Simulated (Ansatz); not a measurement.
**Deforming N**

```
N
1.0
     3.62900    0.00000    0.00000
    -1.81450    3.14281    0.00000
     0.00000    0.00000    5.89000
N
2
Direct
  0.33333 0.66667 0.25000
  0.66667 0.33333 0.75000
```

Atoms are numbered in the order listed.

Conventional cell: a = 3.629 Å, b = 3.629 Å, c = 5.890 Å, α = 90.00°, β = 90.00°, γ = 120.00°. N (atom 1) has 12 N at 3.61 to 3.63 Å as nearest neighbours.

The geometry is COD entry 1539196, unchecked; take it as a test cell.

Method: DFT, PBE, all-electron LAPW, scalar-relativistic (Ansatz 0.2.0).

Numerical set-up: a Γ-centred 10×10×5 k mesh, Fermi–Dirac smearing of 0.02 eV, basis error target 0.5 meV/atom, no spin polarisation.

The unchanged cell is at -7.21 GPa, so energy changes include a term −P ΔV where the volume moves.

In a metal, stresses and small energies carry noise from the k mesh.

x, y and z are the Cartesian axes of the cell as listed; fractional coordinates follow a strain, and an engineering shear is twice the off-diagonal strain component.

Problem. With this change (equal xy, yz and zx engineering shear strains of -2 %), what becomes of the energy and stress and forces?

Solution. Energy change -2 meV/atom; stress change (xx, yy, zz, yz, xz, xy) -0.01, 0.00, -0.02, -0.20, -0.20, -0.28 GPa, compression positive; change of the force on N1 (-0.017, 0.000, -0.002) eV/Å.

With x and y strained by +1.5 %, z held: energy change +44 meV/atom; stress change (xx, yy, zz, yz, xz, xy) 0.59, 0.59, 0.17, 0.00, 0.00, 0.00 GPa, compression positive.

With atom 1 (N) moved by (0.0566, 0.0566, 0.0000) Å: energy change under 1 meV/atom; stress change (xx, yy, zz, yz, xz, xy) 0.10, -0.10, -0.02, 0.00, 0.00, 0.10 GPa, compression positive; change of the force on N1 (0.028, 0.032, 0.000) eV/Å.

Problem. What force constant does this one finite step give for N1 along its displacement (all its periodic images move with it)?

Solution. k = −ΔF·u/|u|² = -0.53 eV/Å², so the force pushes the atom further, a sign of instability along this zone-centre pattern.
